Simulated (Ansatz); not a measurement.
# AlN: energy along a strain

AlN, P6_3/mmc, a = 3.312 Å, c = 4.188 Å (as given, not relaxed at this level: -8.7 GPa). This isn't the usual stable structure of the compound. Ansatz: LDA, PAW, 420 eV, Γ-centred 9×9×6 mesh on 4 atoms, Gaussian smearing 0.05 eV; no spin polarisation. Cell vectors (Å): 3.312 0.000 0.000; -1.656 2.868 0.000; 0.000 0.000 4.188. The cell is strained by x per cent times the pattern (1 0 0 0 0 0) in the order xx yy zz yz xz xy (engineering shears), with fractional coordinates held. y is the free energy over the start, V0 = 9.946 Å³/atom.

```tsv
x (%)	y (meV/atom)
-2.00	-5.34
-1.50	-5.05
-1.00	-4.05
-0.50	-2.34
0.00	0.00
0.50	3.00
1.00	6.60
1.50	10.79
1.75	13.09
2.00	?
```

**Question.** Fit y = c1 x + c2 x² + c3 x³ to the other rows, get the stiffness along the pattern, and predict the missing energy.

**Answer.** Least squares on the rows shown. y = 5.3569 x + 1.2747 x² − 0.034477 x³. The clamped-ion stiffness p·C·p = 2 × 12.75 eV × 160.2 / 9.946 Å³ = 411 GPa, which is C11 in these axes (second derivative at the start, which stands under stress). At x = 2.00 the fit asked for gives 15.54 meV/atom. The run gave 15.52 meV/atom, so the fit is 0.02 meV/atom too high, a small miss on the scale of the series.